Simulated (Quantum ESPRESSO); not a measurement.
# C (Fd-3m) in Quantum ESPRESSO: further runs

One crystal, C, is run at these levels: PBEsol; tasks: single point, equation of state.

Everything below comes from runs of Quantum ESPRESSO 7.5. Logs are shortened: lines on timing, memory, paths and dates and some standing lists are left out, and cuts for length are marked.

**Measured values to compare with.**

“Equation of state of cubic boron nitride at high pressures and temperatures”, 2007, arxiv:cond-mat/0702656 quotes, for a bulk crystal of C: bulk modulus 444.8 ± 0.8 GPa.

The results are compared with them further down.

### 1 The structure

Symmetry: Fd-3m, No. 227, cubic system. The conventional cell has a = 3.567 Å, b = 3.567 Å, c = 3.567 Å, α = 90.00°, β = 90.00°, γ = 90.00°. C (site symmetry -43m) has 4 C at 1.54 Å as nearest neighbours.

This isn't the form of C at room conditions, which is graphite.

### 2 Single point, PBEsol, 5.33 Å³/atom

The input, pw.in:

```
&CONTROL
  calculation = 'scf'
  prefix = 'pwscf'
  outdir = './tmp'
  pseudo_dir = './pseudo'
  tstress = .true.
  disk_io = 'nowf'
/
&SYSTEM
  ibrav = 0
  nat = 2
  ntyp = 1
  ecutwfc = 45
  ecutrho = 360
  nbnd = 9
  occupations = 'smearing'
  smearing = 'fd'
  degauss = 0.00367493
/
&ELECTRONS
  conv_thr = 4d-10
  electron_maxstep = 120
  mixing_beta = 0.5
/
ATOMIC_SPECIES
C     12.0110 c_pbesol_v1.2.uspp.F.UPF
CELL_PARAMETERS angstrom
   0.0000000000    1.7469644787    1.7469644787
   1.7469644787    0.0000000000    1.7469644787
   1.7469644787    1.7469644787    0.0000000000
ATOMIC_POSITIONS crystal
C      0.7500000000    0.7500000000    0.7500000000
C      0.5000000000    0.5000000000    0.5000000000
K_POINTS automatic
13 13 13 0 0 0
```

Potentials or basis: GBRV 1.5 PBEsol.

Run with:

```console
$ OMP_NUM_THREADS=1 mpirun -n 2 pw.x -nk 2 -in pw.in > pw.out
```

pw.out:

```text
This program is part of the open-source Quantum ESPRESSO suite
     for quantum simulation of materials; please cite
[... 6 lines left out ...]
     using ibrav=0 with symmetry is DISCOURAGED, use correct ibrav instead

     K-points division:     npool     =       2
     Subspace diagonalization in iterative solution of the eigenvalue problem:
     a serial algorithm will be used

     G-vector sticks info
     --------------------
     sticks:   dense  smooth     PW     G-vecs:    dense   smooth      PW
     Sum         547     265     91                 8363     2891     609

     Using Slab Decomposition

     bravais-lattice index     =            0
     lattice parameter (alat)  =       4.6687  a.u.
     unit-cell volume          =      71.9580 (a.u.)^3
     number of atoms/cell      =            2
     number of atomic types    =            1
     number of electrons       =         8.00
     number of Kohn-Sham states=            9
     kinetic-energy cutoff     =      45.0000  Ry
     charge density cutoff     =     360.0000  Ry
     scf convergence threshold =      4.0E-10
     mixing beta               =       0.5000
     number of iterations used =            8  plain     mixing
     Exchange-correlation= SLA  PW   PSX  PSC
                           (   1   4  10   8   0   0   0)

     celldm(1)=   4.668721  celldm(2)=   0.000000  celldm(3)=   0.000000
     celldm(4)=   0.000000  celldm(5)=   0.000000  celldm(6)=   0.000000

     crystal axes: (cart. coord. in units of alat)
               a(1) = (   0.000000   0.707107   0.707107 )
               a(2) = (   0.707107   0.000000   0.707107 )
               a(3) = (   0.707107   0.707107   0.000000 )

     reciprocal axes: (cart. coord. in units 2 pi/alat)
               b(1) = ( -0.707107  0.707107  0.707107 )
               b(2) = (  0.707107 -0.707107  0.707107 )
               b(3) = (  0.707107  0.707107 -0.707107 )

     PseudoPot. # 1 for C  read from file:
     c_pbesol_v1.2.uspp.F.UPF
     Pseudo is Ultrasoft + core correction, Zval =  4.0
     Generated by new atomic code, or converted to UPF format
     Using radial grid of  721 points,  4 beta functions with:
                l(1) =   0
                l(2) =   0
                l(3) =   1
                l(4) =   1
     Q(r) pseudized with  8 coefficients,  rinner =    1.100   1.100   1.100

     atomic species   valence    mass     pseudopotential
     C                 4.00    12.01100     C ( 1.00)

     48 Sym. Ops., with inversion, found (24 have fractional translation)

   Cartesian axes

     site n.     atom                  positions (alat units)
         1        C      tau(   1) = (   1.0606602   1.0606602   1.0606602  )
         2        C      tau(   2) = (   0.7071068   0.7071068   0.7071068  )

     number of k points=    84  Fermi-Dirac smearing, width (Ry)=  0.0037
                       cart. coord. in units 2pi/alat
        k(    1) = (   0.0000000   0.0000000   0.0000000), wk =   0.0009103
        k(    2) = (   0.0543928   0.0543928  -0.0543928), wk =   0.0072827
        k(    3) = (   0.1087857   0.1087857  -0.1087857), wk =   0.0072827
        k(    4) = (   0.1631785   0.1631785  -0.1631785), wk =   0.0072827
        k(    5) = (   0.2175713   0.2175713  -0.2175713), wk =   0.0072827
        k(    6) = (   0.2719641   0.2719641  -0.2719641), wk =   0.0072827
[... 76 lines left out ...]
        k(   83) = (   0.0000000  -0.4351426   0.6527140), wk =   0.0218480
        k(   84) = (  -0.0543928  -0.3807498   0.7071068), wk =   0.0218480

     Dense  grid:     8363 G-vectors     FFT dimensions: (  32,  32,  32)

     Smooth grid:     2891 G-vectors     FFT dimensions: (  20,  20,  20)

     Initial potential from superposition of free atoms

     starting charge       7.9999, renormalised to       8.0000
     Starting wfcs are    8 randomized atomic wfcs +    1 random wfcs

     Self-consistent Calculation

     iteration #  1     ecut=    45.00 Ry     beta= 0.50
     Davidson diagonalization with overlap
     ethr =  1.00E-02,  avg # of iterations =  4.0

     total energy              =     -22.94539459 Ry
     estimated scf accuracy    <       0.13462152 Ry

     iteration #  2     ecut=    45.00 Ry     beta= 0.50
     Davidson diagonalization with overlap
     ethr =  1.68E-03,  avg # of iterations =  1.0

     total energy              =     -22.94256268 Ry
     estimated scf accuracy    <       0.01815219 Ry

     iteration #  3     ecut=    45.00 Ry     beta= 0.50
     Davidson diagonalization with overlap
     ethr =  2.27E-04,  avg # of iterations =  2.0

     total energy              =     -22.94434422 Ry
     estimated scf accuracy    <       0.00014690 Ry

     iteration #  4     ecut=    45.00 Ry     beta= 0.50
     Davidson diagonalization with overlap
     ethr =  1.84E-06,  avg # of iterations =  4.4

     total energy              =     -22.94437611 Ry
     estimated scf accuracy    <       0.00000221 Ry

     iteration #  5     ecut=    45.00 Ry     beta= 0.50
     Davidson diagonalization with overlap
     ethr =  2.76E-08,  avg # of iterations =  2.0

     total energy              =     -22.94437674 Ry
     estimated scf accuracy    <       0.00000014 Ry

     iteration #  6     ecut=    45.00 Ry     beta= 0.50
     Davidson diagonalization with overlap
     ethr =  1.77E-09,  avg # of iterations =  1.8

     total energy              =     -22.94437675 Ry
     estimated scf accuracy    <       0.00000001 Ry

     iteration #  7     ecut=    45.00 Ry     beta= 0.50
     Davidson diagonalization with overlap
     ethr =  1.54E-10,  avg # of iterations =  1.9

     End of self-consistent calculation

          k = 0.0000 0.0000 0.0000 (   339 PWs)   bands (ev):

    -7.8848  14.4733  14.4733  14.4733  20.1816  20.1816  20.1816  29.2912
    34.2586

          k = 0.0544 0.0544-0.0544 (   347 PWs)   bands (ev):

    -7.7136  13.3446  14.1717  14.1717  20.5753  20.5753  20.8816  29.3784
    34.5436

          k = 0.1088 0.1088-0.1088 (   362 PWs)   bands (ev):

    -7.2017  10.9617  13.4976  13.4976  21.4575  21.4575  22.0534  29.6235
    35.1765

          k = 0.1632 0.1632-0.1632 (   359 PWs)   bands (ev):

    -6.3541   8.2398  12.7743  12.7743  22.3307  22.3307  22.9890  29.9634
    35.6741

          k = 0.2176 0.2176-0.2176 (   359 PWs)   bands (ev):

    -5.1821   5.5165  12.1667  12.1667  22.8786  22.8786  23.6119  30.2761
    35.9637

          k = 0.2720 0.2720-0.2720 (   362 PWs)   bands (ev):

    -3.7160   2.9614  11.7419  11.7419  23.0830  23.0830  23.9844  30.4512
    36.3961

          k = 0.3264 0.3264-0.3264 (   368 PWs)   bands (ev):

    -2.1182   0.8048  11.5255  11.5255  23.1152  23.1152  24.1595  30.5013
    36.9336

          k = 0.1088-0.0000 0.0000 (   351 PWs)   bands (ev):

    -7.6566  13.6076  13.6076  13.9528  20.0066  21.2469  21.2469  29.3135
    34.6505

          k = 0.1632 0.0544-0.0544 (   357 PWs)   bands (ev):

    -7.2584  11.7665  12.8236  13.6396  20.2778  22.2819  22.3495  29.2201
    35.2071
[... 346 lines left out ...]
          k =-0.1088-0.4351 0.6527 (   373 PWs)   bands (ev):

    -0.0353   3.3610   5.7227   7.3419  22.7969  25.0053  27.4130  30.3420
    34.7354

          k =-0.0544-0.3807 0.5983 (   374 PWs)   bands (ev):

     0.7021   2.6503   5.1901   7.5338  23.1837  25.9652  28.3118  28.8407
    33.9514

          k = 0.0000-0.3264 0.5439 (   373 PWs)   bands (ev):

    -0.5798   3.8528   5.2056   8.2216  23.6832  24.8947  27.6133  30.0639
    33.5573

          k =-0.0544-0.4895 0.7071 (   371 PWs)   bands (ev):

     0.6660   2.9075   6.1657   6.5445  22.1553  22.7479  29.3312  30.7490
    36.5408

          k = 0.0000-0.4351 0.6527 (   375 PWs)   bands (ev):

     1.6759   2.2949   5.0425   6.7528  22.7400  24.9536  28.6544  29.2864
    35.6572

          k =-0.0544-0.3807 0.7071 (   375 PWs)   bands (ev):

     1.3218   2.8367   5.1852   6.2186  24.7438  25.0030  27.3709  28.5993
    35.6083

     the Fermi energy is    16.7755 ev

!    total energy              =     -22.94437675 Ry
     estimated scf accuracy    <          7.0E-11 Ry
     smearing contrib. (-TS)   =       0.00000000 Ry
     internal energy E=F+TS    =     -22.94437675 Ry

     The total energy is F=E-TS. E is the sum of the following terms:
     one-electron contribution =       8.75267299 Ry
     hartree contribution      =       1.83728365 Ry
     xc contribution           =      -7.42668622 Ry
     ewald contribution        =     -26.10764717 Ry

     convergence has been achieved in   7 iterations

     Computing stress (Cartesian axis) and pressure

          total   stress  (Ry/bohr**3)                   (kbar)     P=      252.87
   0.00171897   0.00000000   0.00000000          252.87        0.00        0.00
   0.00000000   0.00171897   0.00000000            0.00      252.87        0.00
   0.00000000   0.00000000   0.00171897            0.00        0.00      252.87

=------------------------------------------------------------------------------=
   JOB DONE.
=------------------------------------------------------------------------------=
```

Wall time 2.8 s (2 MPI ranks of Intel Xeon Platinum 8259CL at 2.50GHz (Skylake/Cascade Lake), shared host); peak memory 0.1 GiB.

What came out:

| Item | Value |
| --- | --- |
| Free energy | -312.1741 eV |
| Pressure | 25.3 GPa |
| Band gap on the k mesh | 4.16 eV, indirect (least direct gap 5.71 eV) |

Caveat: an odd mesh through Γ misses points on the zone boundary, where band edges often lie.

### 3 Single point, PBEsol, 5.44 Å³/atom

Edit pw.in of step 2 so:

```diff
@@ -27,5 +27,5 @@
 CELL_PARAMETERS angstrom
-   0.0000000000    1.7469644787    1.7469644787
-   1.7469644787    0.0000000000    1.7469644787
-   1.7469644787    1.7469644787    0.0000000000
+   0.0000000000    1.7592674508    1.7592674508
+   1.7592674508    0.0000000000    1.7592674508
+   1.7592674508    1.7592674508    0.0000000000
 ATOMIC_POSITIONS crystal
```

Potentials or basis: GBRV 1.5 PBEsol.

Run with:

```console
$ OMP_NUM_THREADS=1 mpirun -n 2 pw.x -nk 2 -in pw.in > pw.out
```

Wall time 4.3 s (2 MPI ranks of Intel Xeon Platinum 8259CL at 2.50GHz (Skylake/Cascade Lake), shared host); peak memory 0.1 GiB.

The run converged. Its results:

```
Free energy            : -312.2026 eV
Pressure               : 14.3 GPa
Band gap on the k mesh : 4.11 eV, indirect (least direct gap 5.65 eV)
```

Caveat: an odd mesh through Γ misses points on the zone boundary, where band edges often lie.

### 4 Single point, PBEsol, 5.56 Å³/atom

Edit pw.in of step 3 so:

```diff
@@ -27,5 +27,5 @@
 CELL_PARAMETERS angstrom
-   0.0000000000    1.7592674508    1.7592674508
-   1.7592674508    0.0000000000    1.7592674508
-   1.7592674508    1.7592674508    0.0000000000
+   0.0000000000    1.7714007132    1.7714007132
+   1.7714007132    0.0000000000    1.7714007132
+   1.7714007132    1.7714007132    0.0000000000
 ATOMIC_POSITIONS crystal
```

Run with:

```console
$ OMP_NUM_THREADS=1 mpirun -n 2 pw.x -nk 2 -in pw.in > pw.out
```

Run time: 4.2 s. Hardware: 2 MPI ranks of Intel Xeon Platinum 8259CL at 2.50GHz (Skylake/Cascade Lake), shared host; peak memory 0.1 GiB.

Results (log left out):

| Quantity | Value |
| --- | --- |
| Free energy | -312.2163 eV |
| Pressure | 4.4 GPa |
| Band gap on the k mesh | 4.07 eV, indirect (least direct gap 5.59 eV) |

Caveat: an odd mesh through Γ misses points on the zone boundary, where band edges often lie.

### 5 Single point, PBEsol, 5.67 Å³/atom

Edit pw.in of step 4 so:

```diff
@@ -27,5 +27,5 @@
 CELL_PARAMETERS angstrom
-   0.0000000000    1.7714007132    1.7714007132
-   1.7714007132    0.0000000000    1.7714007132
-   1.7714007132    1.7714007132    0.0000000000
+   0.0000000000    1.7833700000    1.7833700000
+   1.7833700000    0.0000000000    1.7833700000
+   1.7833700000    1.7833700000    0.0000000000
 ATOMIC_POSITIONS crystal
```

Run with:

```console
$ OMP_NUM_THREADS=1 mpirun -n 2 pw.x -nk 2 -in pw.in > pw.out
```

Run time: 4.2 s. Hardware: 2 MPI ranks of Intel Xeon Platinum 8259CL at 2.50GHz (Skylake/Cascade Lake), shared host; peak memory 0.1 GiB.

It converged, with:

```
Free energy            : -312.2165 eV
Pressure               : -4.7 GPa
Band gap on the k mesh : 4.02 eV, indirect (least direct gap 5.54 eV)
```

Caveat: an odd mesh through Γ misses points on the zone boundary, where band edges often lie.

### 6 Single point, PBEsol, 5.79 Å³/atom

Edit pw.in of step 5 so:

```diff
@@ -27,5 +27,5 @@
 CELL_PARAMETERS angstrom
-   0.0000000000    1.7833700000    1.7833700000
-   1.7833700000    0.0000000000    1.7833700000
-   1.7833700000    1.7833700000    0.0000000000
+   0.0000000000    1.7951807415    1.7951807415
+   1.7951807415    0.0000000000    1.7951807415
+   1.7951807415    1.7951807415    0.0000000000
 ATOMIC_POSITIONS crystal
```

Potentials or basis: GBRV 1.5 PBEsol.

Run with:

```console
$ OMP_NUM_THREADS=1 mpirun -n 2 pw.x -nk 2 -in pw.in > pw.out
```

Wall time 4.3 s (2 MPI ranks of Intel Xeon Platinum 8259CL at 2.50GHz (Skylake/Cascade Lake), shared host); peak memory 0.1 GiB.

It converged, with:

| Quantity | Value |
| --- | --- |
| Free energy | -312.2044 eV |
| Pressure | -12.9 GPa |
| Band gap on the k mesh | 3.98 eV, indirect (least direct gap 5.49 eV) |

Caveat: an odd mesh through Γ misses points on the zone boundary, where band edges often lie.

### 7 Single point, PBEsol, 5.90 Å³/atom

Edit pw.in of step 6 so:

```diff
@@ -27,5 +27,5 @@
 CELL_PARAMETERS angstrom
-   0.0000000000    1.7951807415    1.7951807415
-   1.7951807415    0.0000000000    1.7951807415
-   1.7951807415    1.7951807415    0.0000000000
+   0.0000000000    1.8068380860    1.8068380860
+   1.8068380860    0.0000000000    1.8068380860
+   1.8068380860    1.8068380860    0.0000000000
 ATOMIC_POSITIONS crystal
```

Run with:

```console
$ OMP_NUM_THREADS=1 mpirun -n 2 pw.x -nk 2 -in pw.in > pw.out
```

Wall time 4.2 s (2 MPI ranks of Intel Xeon Platinum 8259CL at 2.50GHz (Skylake/Cascade Lake), shared host); peak memory 0.1 GiB.

The run converged. Its results:

```yaml
Free_energy: -312.1811 eV
Pressure: -20.4 GPa
Band_gap_on_the_k_mesh: 3.94 eV, indirect (least direct gap 5.43 eV)
```

Caveat: an odd mesh through Γ misses points on the zone boundary, where band edges often lie.

### 8 Single point, PBEsol, 6.01 Å³/atom

Edit pw.in of step 7 so:

```diff
@@ -27,5 +27,5 @@
 CELL_PARAMETERS angstrom
-   0.0000000000    1.8068380860    1.8068380860
-   1.8068380860    0.0000000000    1.8068380860
-   1.8068380860    1.8068380860    0.0000000000
+   0.0000000000    1.8183469191    1.8183469191
+   1.8183469191    0.0000000000    1.8183469191
+   1.8183469191    1.8183469191    0.0000000000
 ATOMIC_POSITIONS crystal
```

Run with:

```console
$ OMP_NUM_THREADS=1 mpirun -n 2 pw.x -nk 2 -in pw.in > pw.out
```

It took 4.2 s on 2 MPI ranks of Intel Xeon Platinum 8259CL at 2.50GHz (Skylake/Cascade Lake), shared host; peak memory 0.1 GiB.

The run converged. Its results:

```
Free energy            : -312.1477 eV
Pressure               : -27.3 GPa
Band gap on the k mesh : 3.89 eV, indirect (least direct gap 5.38 eV)
```

Caveat: an odd mesh through Γ misses points on the zone boundary, where band edges often lie.

### 9 Equation of state, PBEsol

Potentials or basis: GBRV 1.5 PBEsol.

No new run: the results of the series are fitted here.

What came out:

```yaml
Equilibrium_volume: 5.62 Å³/atom
Bulk_modulus: 449 GPa
Pressure_derivative_of_the_bulk_modulus: 3.7
```

Energy against volume, from the lowest point:
```tsv
volume (Å³/atom)	energy (meV/atom)
5.332	21.15
5.445	6.92
5.558	0.09
5.672	0.00
5.785	6.02
5.899	17.66
6.012	34.36
```

### 10 Comparison with measurements

Step 9. Measured bulk modulus of C: 444.8 GPa (quoted in “Equation of state of cubic boron nitride at high pressures and temperatures”, 2007, arxiv:cond-mat/0702656). This calculation gives 449 GPa (+0.8 %). 3 values of this kind are on record (442 to 444.8 GPa); this one was drawn at random among those near their median, those with a stated uncertainty first. The fit is for a static lattice scaled at fixed shape and fixed fractional positions. The cell as given is a measured one (5.67 Å³/atom); PBEsol puts the equilibrium volume -1.0 % from it, thermal expansion not counted.
